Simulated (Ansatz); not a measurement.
Runs of Ansatz 0.2.0 on BN. It takes space group F-43m (No. 216, cubic). The conventional cell has a = 3.626 Å, b = 3.626 Å, c = 3.626 Å, α = 90.00°, β = 90.00°, γ = 90.00°. N (site symmetry -43m) is surrounded by 4 B at 1.57 Å. B (site symmetry -43m) is surrounded by 4 N at 1.57 Å. The cell is a database's computed one.

| task | level | potentials or basis | cell | k mesh | cutoff (eV) | basis error allowed | gap on the mesh (eV) | pressure (GPa) | relaxed volume (Å³/atom) |
| --- | --- | --- | --- | --- | --- | --- | --- | --- | --- |
| relaxation of cell and atoms | RPBE | all-electron LAPW, scalar-relativistic | relaxed | 13 × 13 × 13 | - | 0.001 eV/atom | 4.55 | 0.0 | 6.05 |
| relaxation of cell and atoms | PBEsol | all-electron LAPW, scalar-relativistic | relaxed | 13 × 13 × 13 | - | 0.001 eV/atom | (d) | 0.0 | (c) |
| relaxation of cell and atoms | PBE | all-electron LAPW, scalar-relativistic | relaxed | 13 × 13 × 13 | - | 0.001 eV/atom | 4.53 | 0.0 | 5.95 |
| relaxation of cell and atoms | revPBE | all-electron LAPW, scalar-relativistic | relaxed | 13 × 13 × 13 | - | 0.001 eV/atom | (b) | 0.0 | (a) |
| relaxation of cell and atoms | BLYP | all-electron LAPW, scalar-relativistic | relaxed | 13 × 13 × 13 | - | 0.001 eV/atom | 4.90 | 0.0 | 6.07 |
| relaxation of cell and atoms | LDA | all-electron LAPW, scalar-relativistic | relaxed | 13 × 13 × 13 | - | 0.001 eV/atom | 4.46 | 0.0 | 5.74 |
| single point | PBEsol | all-electron PAW datasets made for the crystal | as given | 10 × 10 × 10 | 520 | - | 4.28 | -6.3 | - |

Alike in all rows: no spin polarisation; smearing fermi-dirac 0.05 eV.

Question: Fill in the values left out.

Answer: (a) 6.02; (b) 4.54; (c) 5.86; (d) 4.37.

Caveats: an odd mesh through Γ misses points on the zone boundary, where band edges often lie (some runs).

The runs don't all hold the same shells in valence.
